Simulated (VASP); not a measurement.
# N2 in VASP: notebook, part 2 of 2

VASP 6.6.1. Earlier steps stand in the parts before.

## (5) Relaxation of the atoms, PBEsol

File INCAR:

```
PREC     = Accurate       # precision mode
ENCUT    = 600            # plane-wave cutoff, eV
EDIFF    = 1E-7           # SCF threshold, eV
ISMEAR   = 0              # smearing method
SIGMA    = 0.01           # smearing width, eV
LREAL    = F              # projectors in reciprocal space
LASPH    = T              # aspherical terms in the spheres
NELM     = 80             # most SCF steps
ALGO     = Normal         # electronic algorithm
ISIF     = 2              # what is computed and relaxed
LWAVE    = F              # write WAVECAR
LCHARG   = F              # write CHGCAR
GGA      = PS             # functional
IBRION   = 2              # ionic algorithm
NSW      = 30             # ionic steps
EDIFFG   = -0.005         # ionic threshold
ISYM     = 0
```

File KPOINTS:

```
regular mesh
0
Gamma
  1 1 1
```

File POSCAR:

```
N
1.0
   12.0000000000      0.0000000000      0.0000000000
    0.0000000000     12.4000000000      0.0000000000
    0.0000000000      0.0000000000     13.0000000000
N
2
Direct
    0.5000000000      0.5000000000      0.4577692308
    0.5000000000      0.5000000000      0.5422307692
```

Potentials or basis: VASP PAW PBE potentials, release 64 (N).

Run with:

```bash
$ cat potpaw_PBE.64/N/POTCAR > POTCAR
$ mpirun -np 1 vasp_std > vasp.out
```

OUTCAR:

```text
PREC = Accurate
   ENCUT = 600
   EDIFF = 1E-7
   ISMEAR = 0
   LREAL = F
   LASPH = T
   NELM = 80
   ISIF = 2
   GGA = PS
   IBRION = 2
   NSW = 30
   EDIFFG = -0.005
   ISYM = 0

 ion  position               nearest neighbor table
   1  0.500  0.500  0.458-   2 1.10
   2  0.500  0.500  0.542-   1 1.10

IMPORTANT INFORMATION: All symmetrisations will be switched off!
NOSYMM: (Re-)initialisation of all symmetry stuff for point group C_1.

----------------------------------------------------------------------------------------

                                     Primitive cell

  volume of cell :    1934.4000

  direct lattice vectors                    reciprocal lattice vectors
    12.000000000  0.000000000  0.000000000     0.083333333  0.000000000  0.000000000
     0.000000000 12.400000000  0.000000000     0.000000000  0.080645161  0.000000000
     0.000000000  0.000000000 13.000000000     0.000000000  0.000000000  0.076923077

  length of vectors
    12.000000000 12.400000000 13.000000000     0.083333333  0.080645161  0.076923077

  position of ions in fractional coordinates (direct lattice)
     0.500000000  0.500000000  0.457769231
     0.500000000  0.500000000  0.542230769

  ion indices of the primitive-cell ions
   primitive index   ion index
                 1           1
                 2           2

----------------------------------------------------------------------------------------

 KPOINTS: regular mesh

Automatic generation of k-mesh.
 Grid dimensions read from file:
 generate k-points for:    1    1    1

 Generating k-lattice:

  Cartesian coordinates                     Fractional coordinates (reciprocal lattice)
     0.083333333  0.000000000  0.000000000     1.000000000  0.000000000  0.000000000
     0.000000000  0.080645161  0.000000000     0.000000000  1.000000000  0.000000000
     0.000000000  0.000000000  0.076923077     0.000000000  0.000000000  1.000000000

  Length of vectors
[... 72 lines left out ...]

 number of electron      10.0000000 magnetization

 number of electron       9.9999999 magnetization

 Free energy of the ion-electron system (eV)
  ---------------------------------------------------
  ext. energy  EPLUGINS =         0.00000000
  ---------------------------------------------------
  free energy    TOTEN  =       -17.05510079 eV

  energy without entropy =      -17.05510079  energy(sigma->0) =      -17.05510079

------------------------ aborting loop because EDIFF is reached ----------------------------------------

  FORCE on cell =-STRESS in cart. coord.  units (eV):
  Direction    XX          YY          ZZ          XY          YZ          ZX
  --------------------------------------------------------------------------------------
  -------------------------------------------------------------------------------------
  Total       -0.0506307     -0.0506952      2.2278701     -0.0000000     -0.0000001      0.0000001
  in kB       -0.0419351     -0.0419886      1.8452455     -0.0000000     -0.0000000      0.0000001
  external PRESSURE =       0.5871073 kB  Pullay stress =       0.0000000 kB
[... 89 lines left out ...]
  FREE ENERGIE OF THE ION-ELECTRON SYSTEM (eV)
  ---------------------------------------------------
  free  energy   TOTEN  =       -17.0686594435 eV

  energy  without entropy=      -17.0686594435  energy(sigma->0) =      -17.06865944

 E-fermi :  -9.9614     XC(G=0):  -0.3273

 val. band max:      -10.0854182135   @ k =   0.0000   0.0000   0.0000
 cond. band min:      -2.0312369154   @ k =   0.0000   0.0000   0.0000
 fundamental gap:      8.0541812981
 Fermi energy:        -9.9614057433

 k-point     1 :       0.0000    0.0000    0.0000
  band No.  band energies     occupation
      1     -28.0981      2.00000
      2     -13.3779      2.00000
      3     -11.5061      2.00000
      4     -11.5061      2.00000
      5     -10.0854      2.00000
      6      -2.0312      0.00000
      7      -2.0312      0.00000
      8      -0.1342      0.00000
      9       0.7246      0.00000

[... ionic steps 4 to 8 ...]

--------------------------------------- Ionic step        9  -------------------------------------------

 number of electron      10.0000001 magnetization

------------------------ aborting loop because EDIFF is reached ----------------------------------------
[... 67 lines left out ...]
--------------------------------------- Ionic step       11  -------------------------------------------

 number of electron      10.0000001 magnetization

 Free energy of the ion-electron system (eV)
  ---------------------------------------------------
  ext. energy  EPLUGINS =         0.00000000
  ---------------------------------------------------
  free energy    TOTEN  =       -17.06879185 eV

  energy without entropy =      -17.06879185  energy(sigma->0) =      -17.06879185

 E-fermi : -10.0347     XC(G=0):  -0.3161

 val. band max:      -10.0853080706   @ k =   0.0000   0.0000   0.0000
 cond. band min:      -2.0330781067   @ k =   0.0000   0.0000   0.0000
 fundamental gap:      8.0522299638
 Fermi energy:       -10.0347068730

 k-point     1 :       0.0000    0.0000    0.0000
  band No.  band energies     occupation
      1     -28.0955      2.00000
      2     -13.3790      2.00000
      3     -11.5048      2.00000
      4     -11.5048      2.00000
      5     -10.0853      2.00000
      6      -2.0331      0.00000
      7      -2.0331      0.00000
      8      -0.1244      0.00000
      9       0.7326      0.00000
[... 27 lines left out ...]
  FREE ENERGIE OF THE ION-ELECTRON SYSTEM (eV)
  ---------------------------------------------------
  free  energy   TOTEN  =       -17.0687918537 eV

  energy  without entropy=      -17.0687918537  energy(sigma->0) =      -17.06879185

 reached required accuracy - stopping structural energy minimisation
```

Run time: 6 min. Hardware: 1 thread of Intel Xeon 6975P-C (Granite Rapids), shared host; peak memory 1.9 GiB.

What came out:

```yaml
Free_energy: -17.0688 eV
Energy_gained_by_relaxing: 6.8 meV/atom
Ionic_steps: 11
Gap_between_the_frontier_levels: 8.05 eV
```

Step by step:
| step | energy change (eV) | largest force (eV/Å) | pressure (GPa) |
| --- | --- | --- | --- |
| 1 | 0.0000 | 2.1119 | 0.06 |
| 2 | 1.7246 | 14.2713 | -0.52 |
| 3 | -0.0136 | 0.2001 | -0.01 |
| 4 | -0.0137 | 0.0100 | -0.01 |
| 5 | -0.0137 | 0.0308 | 0.00 |
| 6 | -0.0137 | 0.0255 | 0.00 |
| 7 | -0.0137 | 0.0100 | 0.00 |
| 8 | -0.0137 | 0.0086 | 0.00 |
| 9 | -0.0137 | 0.0075 | 0.00 |
| 10 | -0.0137 | 0.0052 | 0.00 |
| 11 | -0.0137 | 0.0007 | -0.01 |

Final structure:
```
N
1.0
    12.00000    0.00000    0.00000
     0.00000   12.40000    0.00000
     0.00000    0.00000   13.00000
N
2
Direct
  0.50000 0.50000 0.45726
  0.50000 0.50000 0.54274
```

Caveat: the standard files for N, O and F lose accuracy on very short bonds; the PAW data sets were made with another functional, which shifts forces and pressure a little.

## (6) Summary

```csv
level,potentials or basis,gap on the mesh (eV)
PBE+D3(BJ),"VASP PAW PBE potentials, release 64 (N)",8.07
LDA,"VASP PAW LDA potentials, release 64 (N)",8.09
PBE,"VASP PAW PBE potentials, release 64 (N)",8.07
PBEsol,"VASP PAW PBE potentials, release 64 (N)",8.05
```

Alike in all rows: task relaxation of the atoms; no spin polarisation; cell atoms relaxed; k mesh 1 × 1 × 1; cutoff (eV) 600; smearing gaussian 0.01 eV.

Caveats: the standard files for N, O and F lose accuracy on very short bonds; the PAW data sets were made with another functional, which shifts forces and pressure a little (some runs).

Total energies depend on the potentials used, so only differences within one code and one set of settings carry meaning.
